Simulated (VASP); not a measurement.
# SiC (P6_3mc) in VASP: further runs

One crystal, SiC, is run at these levels: PBE; tasks: relaxation of cell and atoms, relaxation of the atoms.

All numbers are computed with VASP 6.6.1; they aren't measurements. Logs are shortened: lines on timing, memory, paths and dates and some standing lists are left out, and cuts for length are marked.

### 1 The crystal as given

It takes space group P6_3mc (No. 186, hexagonal). Conventional cell: a = 3.076 Å, b = 3.076 Å, c = 5.048 Å, α = 90.00°, β = 90.00°, γ = 120.00°. Si (site symmetry 3m) has 4 C at 1.87 to 1.94 Å as nearest neighbours. Around C (site symmetry 3m) lie 4 Si at 1.87 to 1.94 Å.

### 2 Relaxation of cell and atoms, PBE

The input, INCAR:

```
ALGO = Normal
EDIFF = 1E-7
EDIFFG = -0.002
ENCUT = 520
GGA = PE
IBRION = 2
ISIF = 3
ISMEAR = 0
LASPH = True
LCHARG = False
LREAL = False
LWAVE = False
NELM = 80
NSW = 80
PREC = Accurate
SIGMA = 0.02
```

The input, KPOINTS:

```
k-points
0
Gamma
  12 12 6
```

The input, POSCAR:

```
SiC
1.0
    3.0760000000      0.0000000000      0.0000000000
   -1.5380000000      2.6638941400      0.0000000000
    0.0000000000      0.0000000000      5.0480000000
Si C
2 2
Direct
    0.3333333300      0.6666666700      0.0000000000
    0.6666666700      0.3333333300      0.5000000000
    0.3333333300      0.6666666700      0.3850000000
    0.6666666700      0.3333333300      0.8850000000
```

Potentials or basis: VASP PAW PBE potentials, release 64 (Si, C).

Command:

```sh
cat potpaw_PBE.64/Si/POTCAR potpaw_PBE.64/C/POTCAR > POTCAR
mpirun -np 1 vasp_std > vasp.out
```

OUTCAR:

```text
EDIFF = 1E-7
   EDIFFG = -0.002
   ENCUT = 520
   GGA = PE
   IBRION = 2
   ISIF = 3
   ISMEAR = 0
   LASPH = True
   LREAL = False
   NELM = 80
   NSW = 80
   PREC = Accurate

 ion  position               nearest neighbor table
   1  0.333  0.667  0.000-   4 1.87   4 1.87   4 1.87   3 1.94   2 3.09   2 3.09   2 3.09   2 3.09
                             2 3.09   2 3.09
   2  0.667  0.333  0.500-   3 1.87   3 1.87   3 1.87   4 1.94   1 3.09   1 3.09   1 3.09   1 3.09
                             1 3.09   1 3.09
   3  0.333  0.667  0.385-   2 1.87   2 1.87   2 1.87   1 1.94
   4  0.667  0.333  0.885-   1 1.87   1 1.87   1 1.87   2 1.94

  LATTYP: Found a hexagonal cell.
 ALAT       =     3.0760000000
 C/A-ratio  =     1.6410923277

  Lattice vectors:

 A1 = (   3.0760000000,   0.0000000000,   0.0000000000)
 A2 = (  -1.5380000000,   2.6638941400,   0.0000000000)
 A3 = (   0.0000000000,   0.0000000000,   5.0480000000)

Analysis of symmetry for initial positions (statically):
=====================================================================
 Subroutine PRICEL returns:
 Original cell was already a primitive cell.

 Routine SETGRP: Setting up the symmetry group for a
 hexagonal supercell.

 Subroutine GETGRP returns: Found 12 space group operations
 (whereof  6 operations were pure point group operations)
 out of a pool of 24 trial point group operations.

The static configuration has the point symmetry C_3v.
 The point group associated with its full space group is C_6v.

Analysis of symmetry for dynamics (positions and initial velocities):
=====================================================================
 Subroutine PRICEL returns:
 Original cell was already a primitive cell.

 Routine SETGRP: Setting up the symmetry group for a
 hexagonal supercell.

 Subroutine GETGRP returns: Found 12 space group operations
 (whereof  6 operations were pure point group operations)
 out of a pool of 24 trial point group operations.

The dynamic configuration has the point symmetry C_3v.
 The point group associated with its full space group is C_6v.

 Subroutine INISYM returns: Found 12 space group operations
 (whereof  6 operations are pure point group operations),
 and found     1 'primitive' translations

----------------------------------------------------------------------------------------

                                     Primitive cell

  volume of cell :      41.3640

  direct lattice vectors                    reciprocal lattice vectors
[... 116 lines left out ...]
   GGA     = PE    functional components
   LHFCALC =     F    Hartree Fock is set to
   AEXX    =    0.0000 exact exchange contribution
   IVDW    =     0    specifies the selected vdW correction
   LEPSILON=     F    determine dielectric tensor
   LRPA    =     F    only Hartree local field effects (RPA)
 conjugate gradient relaxation of ions
 non-spin polarized calculation
 Gauss-broadening in eV      SIGMA  =   0.02
  energy-cutoff  :      520.00
  volume of cell :       41.36
 maximum number of plane-waves:      1132
 NGX is ok and might be reduce to    24
   NGX = 11   NGY = 11   NGZ = 19

--------------------------------------- Ionic step        1  -------------------------------------------

 number of electron      16.0000000 magnetization

 Free energy of the ion-electron system (eV)
  ---------------------------------------------------
  ext. energy  EPLUGINS =         0.00000000
  ---------------------------------------------------
  free energy    TOTEN  =       -30.06728671 eV

  energy without entropy =      -30.06728671  energy(sigma->0) =      -30.06728671

------------------------ aborting loop because EDIFF is reached ----------------------------------------

  FORCE on cell =-STRESS in cart. coord.  units (eV):
  Direction    XX          YY          ZZ          XY          YZ          ZX
  --------------------------------------------------------------------------------------
  -------------------------------------------------------------------------------------
  Total        1.3560476      1.3560476      0.1065831      0.0000000      0.0000000      0.0000000
  in kB       52.5246166     52.5246165      4.1283485      0.0000000      0.0000000      0.0000000
  external PRESSURE =      36.3925272 kB  Pullay stress =       0.0000000 kB
[... 215 lines left out ...]
--------------------------------------- Ionic step        7  -------------------------------------------

 number of electron      16.0000000 magnetization

 Free energy of the ion-electron system (eV)
  ---------------------------------------------------
  ext. energy  EPLUGINS =         0.00000000
  ---------------------------------------------------
  free energy    TOTEN  =       -30.11006307 eV

  energy without entropy =      -30.11006307  energy(sigma->0) =      -30.11006307

 E-fermi :   8.2123     XC(G=0): -11.2835

 val. band max:        8.0862752229   @ k =   0.0000   0.0000   0.0000
 cond. band min:      10.3889216921   @ k =   0.3333   0.3333   0.0000
 fundamental gap:      2.3026464692
 Fermi energy:         8.2122527477

 k-point     1 :       0.0000    0.0000    0.0000
  band No.  band energies     occupation
      1      -7.3607      2.00000
      2      -3.8512      2.00000
      3      -0.5235      2.00000
      4       6.7770      2.00000
      5       6.7770      2.00000
      6       7.9758      2.00000
      7       8.0863      2.00000
      8       8.0863      2.00000
      9      12.7622      0.00000
     10      14.1323      0.00000
     11      14.6619      0.00000
     12      14.6619      0.00000
[... 331 lines left out ...]
 k-point    24 :       0.3333    0.0000    0.1667
  band No.  band energies     occupation
      1      -5.4102      2.00000
      2      -2.8940      2.00000
      3       0.8028      2.00000
      4       2.5096      2.00000
      5       3.3315      2.00000
      6       5.2644      2.00000
      7       6.4964      2.00000
      8       6.9882      2.00000
      9      11.4366      0.00000
     10      12.5436      0.00000
     11      14.8155      0.00000
     12      15.8462      0.00000

 [... further k-points ...]

------------------------ aborting loop because EDIFF is reached ----------------------------------------

  FORCE on cell =-STRESS in cart. coord.  units (eV):
  Direction    XX          YY          ZZ          XY          YZ          ZX
  --------------------------------------------------------------------------------------
  -------------------------------------------------------------------------------------
  Total       -0.0000778     -0.0000778     -0.0007101      0.0000000      0.0000000      0.0000000
  in kB       -0.0029679     -0.0029679     -0.0270863      0.0000000      0.0000000      0.0000000
  external PRESSURE =      -0.0110074 kB  Pullay stress =       0.0000000 kB
[... 19 lines left out ...]
  FREE ENERGIE OF THE ION-ELECTRON SYSTEM (eV)
  ---------------------------------------------------
  free  energy   TOTEN  =       -30.1100630657 eV

  energy  without entropy=      -30.1100630657  energy(sigma->0) =      -30.11006307

 reached required accuracy - stopping structural energy minimisation
```

It took 42 s on 1 thread of Intel Xeon 6975P-C (Granite Rapids), shared host; peak memory 0.17 GiB.

What came out:

```
Free energy                            : -30.1101 eV
Relaxed volume                         : 10.50 Å³/atom
Relaxed cell                           : a = 3.092 Å, b = 3.092 Å, c = 5.074 Å, α = 90.00°, β = 90.00°, γ = 120.00°
Space group after relaxing (to 0.05 Å) : P6_3mc (No. 186)
Energy gained by relaxing              : 10.7 meV/atom
Ionic steps                            : 7
Pressure after relaxing                : 0.0 GPa
Band gap on the k mesh                 : 2.30 eV, indirect (least direct gap 3.94 eV)
```

Step by step:
```tsv
step	energy change (eV)	largest force (eV/Å)	pressure (GPa)	volume (Å³)
1	0.0000	0.7527	3.64	41.36
2	-0.0031	0.6250	-3.56	42.78
3	-0.0397	0.0845	-0.45	42.09
4	-0.0427	0.0254	0.05	41.99
5	-0.0428	0.0123	-0.01	42.00
6	-0.0428	0.0113	0.01	42.00
7	-0.0428	0.0003	0.00	42.00
```

Final structure:
```cif
data_structure
_symmetry_space_group_name_H-M 'P 1'
_symmetry_Int_Tables_number 1
_cell_length_a 3.0917
_cell_length_b 3.0917
_cell_length_c 5.0741
_cell_angle_alpha 90.000
_cell_angle_beta 90.000
_cell_angle_gamma 120.000
_cell_volume 42.00
loop_
_atom_site_label
_atom_site_type_symbol
_atom_site_fract_x
_atom_site_fract_y
_atom_site_fract_z
_atom_site_occupancy
Si1 Si 0.33333 0.66667 0.00458 1
Si2 Si 0.66667 0.33333 0.50458 1
C1 C 0.33333 0.66667 0.38042 1
C2 C 0.66667 0.33333 0.88042 1
```

Levels at points of the mesh, in eV from the valence-band top:
| k point | band 4 | band 5 | band 6 | band 7 | band 8 | band 9 | band 10 | band 11 | band 12 |
| --- | --- | --- | --- | --- | --- | --- | --- | --- | --- |
| (0.00, 0.00, 0.00) | -1.31 | -1.31 | -0.11 | 0.00 | 0.00 | 4.68 | 6.05 | 6.58 | 6.58 |
| (0.50, 0.00, 0.00) | -6.25 | -5.38 | -3.29 | -3.24 | -1.19 | 2.75 | 4.21 | 6.76 | 7.07 |
| (0.00, 0.00, 0.50) | -4.41 | -0.71 | -0.71 | -0.71 | -0.71 | 5.76 | 5.76 | 7.27 | 7.27 |
| (0.50, 0.00, 0.50) | -8.19 | -2.42 | -2.42 | -2.31 | -2.31 | 3.25 | 3.25 | 5.19 | 5.19 |

A k mesh can miss the band edges. PBE usually gives volumes a little too large and moduli too small.

### 3 Relaxation of cell and atoms, PBE

This run uses another cell than the first one, of 10.50 Å³/atom, 1.015 times its volume.

INCAR is that of step 2.

KPOINTS is that of step 2.

The input, POSCAR:

```
SiC                                     
1.0
    3.0917004510      0.0000000000      0.0000000000
   -1.5458502255      2.6774911294      0.0000000000
   -0.0000000000      0.0000000000      5.0740955537
  Si              C             
     2     2
Direct
     0.3333333300000021    0.6666666699999979    0.0045845818244842
     0.6666666699999979    0.3333333300000021    0.5045845818244843
     0.3333333300000021    0.6666666699999979    0.3804154181755138
     0.6666666699999979    0.3333333300000021    0.8804154181755137
```

Potentials or basis: VASP PAW PBE potentials, release 64 (Si, C).

Command:

```sh
cat potpaw_PBE.64/Si/POTCAR potpaw_PBE.64/C/POTCAR > POTCAR
mpirun -np 1 vasp_std > vasp.out
```

Wall time 11 s (1 thread of Intel Xeon 6975P-C (Granite Rapids), shared host); peak memory 0.17 GiB.

It converged, with:

| Property | Result |
| --- | --- |
| Free energy | -30.1103 eV |
| Pressure after relaxing | 0.0 GPa |
| Band gap on the k mesh | 2.30 eV, indirect (least direct gap 3.94 eV) |

Final structure:
```
Si C
1.0
     3.09170    0.00000    0.00000
    -1.54585    2.67749    0.00000
     0.00000    0.00000    5.07410
Si C
2 2
Direct
  0.33333 0.66667 0.00458
  0.66667 0.33333 0.50458
  0.33333 0.66667 0.38042
  0.66667 0.33333 0.88042
```

Levels at points of the mesh, in eV from the valence-band top:
| k point | band 4 | band 5 | band 6 | band 7 | band 8 | band 9 | band 10 | band 11 | band 12 |
| --- | --- | --- | --- | --- | --- | --- | --- | --- | --- |
| (0.00, 0.00, 0.00) | -1.31 | -1.31 | -0.11 | 0.00 | 0.00 | 4.68 | 6.05 | 6.58 | 6.58 |
| (0.50, 0.00, 0.00) | -6.25 | -5.38 | -3.29 | -3.24 | -1.19 | 2.75 | 4.21 | 6.76 | 7.07 |
| (0.00, 0.00, 0.50) | -4.41 | -0.71 | -0.71 | -0.71 | -0.71 | 5.76 | 5.76 | 7.27 | 7.27 |
| (0.50, 0.00, 0.50) | -8.19 | -2.42 | -2.42 | -2.31 | -2.31 | 3.25 | 3.25 | 5.19 | 5.19 |

Caveat: the relaxation stopped at its first step, so nothing moved.

### 4 Relaxation of the atoms, PBE (a relaxed cell with its volume scaled by 0.98)

INCAR: that of step 3 with these lines changed.

```diff
@@ -6,3 +6,3 @@
 IBRION = 2
-ISIF = 3
+ISIF = 2
 ISMEAR = 0
```

KPOINTS is that of step 3.

The input, POSCAR:

```
SiC                                     
1.0
    3.0709501583      0.0000000000      0.0000000000
   -1.5354750792      2.6595208488      0.0000000000
    0.0000000000      0.0000000000      5.0400401950
  Si              C             
     2     2
Direct
     0.3333333300000021    0.6666666699999979    0.0045845818244814
     0.6666666699999979    0.3333333300000021    0.5045845818244814
     0.3333333300000021    0.6666666699999979    0.3804154181755166
     0.6666666699999979    0.3333333300000021    0.8804154181755166
```

Command:

```sh
cat potpaw_PBE.64/Si/POTCAR potpaw_PBE.64/C/POTCAR > POTCAR
mpirun -np 1 vasp_std > vasp.out
```

Run time: 16 s. Hardware: 1 thread of Intel Xeon 6975P-C (Granite Rapids), shared host; peak memory 0.17 GiB.

Results (log left out):

| Item | Value |
| --- | --- |
| Free energy | -30.0985 eV |
| Energy gained by relaxing | 0.0 meV/atom |
| Ionic steps | 3 |
| Pressure after relaxing | 4.5 GPa |
| Band gap on the k mesh | 2.27 eV, indirect (least direct gap 3.98 eV) |

Stress tensor (GPa, compression positive):
```
4.50 0.00 0.00
0.00 4.50 0.00
0.00 0.00 4.42
```

Final structure:
```xyz
4
Lattice="3.0710 0.0000 0.0000 -1.5355 2.6595 0.0000 0.0000 0.0000 5.0400" Properties=species:S:1:pos:R:3 pbc="T T T"
Si    0.0000    1.7730    0.0232
Si    1.5355    0.8865    2.5432
C     0.0000    1.7730    1.9172
C     1.5355    0.8865    4.4372
```

Levels at points of the mesh, in eV from the valence-band top:
| k point | band 5 | band 6 | band 7 | band 8 | band 9 | band 10 | band 11 | band 12 |
| --- | --- | --- | --- | --- | --- | --- | --- | --- |
| (0.00, 0.00, 0.00) | -1.32 | -0.11 | 0.00 | 0.00 | 4.84 | 6.26 | 6.69 | 6.69 |
| (0.50, 0.00, 0.00) | -5.45 | -3.33 | -3.30 | -1.20 | 2.78 | 4.23 | 6.92 | 7.15 |
| (0.00, 0.00, 0.50) | -0.71 | -0.71 | -0.71 | -0.71 | 5.94 | 5.94 | 7.38 | 7.38 |
| (0.50, 0.00, 0.50) | -2.45 | -2.45 | -2.34 | -2.34 | 3.30 | 3.30 | 5.28 | 5.28 |

A k mesh can miss the band edges.
